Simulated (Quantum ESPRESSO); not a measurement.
# Mn3Si under changes of volume

One of the cells (11.709 Å³/atom); the others are scaled copies at fixed shape and fractional positions:

```
CELL_PARAMETERS angstrom
0.00000 2.86100 2.86100
2.86100 0.00000 2.86100
2.86100 2.86100 0.00000
ATOMIC_POSITIONS crystal
Mn 0.75000 0.75000 0.75000
Mn 0.25000 0.25000 0.25000
Mn 0.50000 0.50000 0.50000
Si 0.00000 0.00000 0.00000
```

- Program: Quantum ESPRESSO 7.5
- Functional: LDA
- Potentials or basis: GBRV 1.5 LDA
- Cutoff: 612 eV
- Density cutoff: 4898 eV
- k mesh: 8 × 8 × 8
- Occupations: fermi-dirac, width 0.05 eV
- Spin: collinear spin, ferromagnetic start
- Starting moments: [4.0, 4.0, 4.0, 0.0] μB

| volume (Å³/atom) | energy over the lowest point (meV/atom) | pressure (GPa) | moment (μB per cell) |
| --- | --- | --- | --- |
| 11.007 | 0.00 | -13.7 | 1.19 |
| 11.241 | 22.05 | -17.3 | 1.11 |
| 11.475 | 49.00 | -20.5 | 1.06 |
| 11.709 | ? | ? | ? |
| 11.943 | 115.81 | -26.0 | 1.03 |
| 12.177 | 154.80 | -28.3 | 1.02 |
| 12.412 | 197.03 | -30.3 | 1.01 |

Q: What does the run at 11.709 Å³/atom give?

A: Energy over the lowest point 80.38 meV/atom; pressure -23.4 GPa; moment 1.04 μB per cell.

Worked out: A Birch-Murnaghan fit of order 3 (a polynomial in V^(-2/3)) to the other rows has no minimum within the range. It gives 80.44 meV/atom at 11.709 Å³/atom, against the run's 80.38, and -dE/dV = -22.9 GPa, against -23.4. A parabola through the other rows of the moment, of slope -0.115 μB per Å³/atom there, gives 1.04 μB, against the run's 1.04.

Energies are extrapolated to zero smearing.

Caveats: the cell as given lies far from equilibrium (some runs).
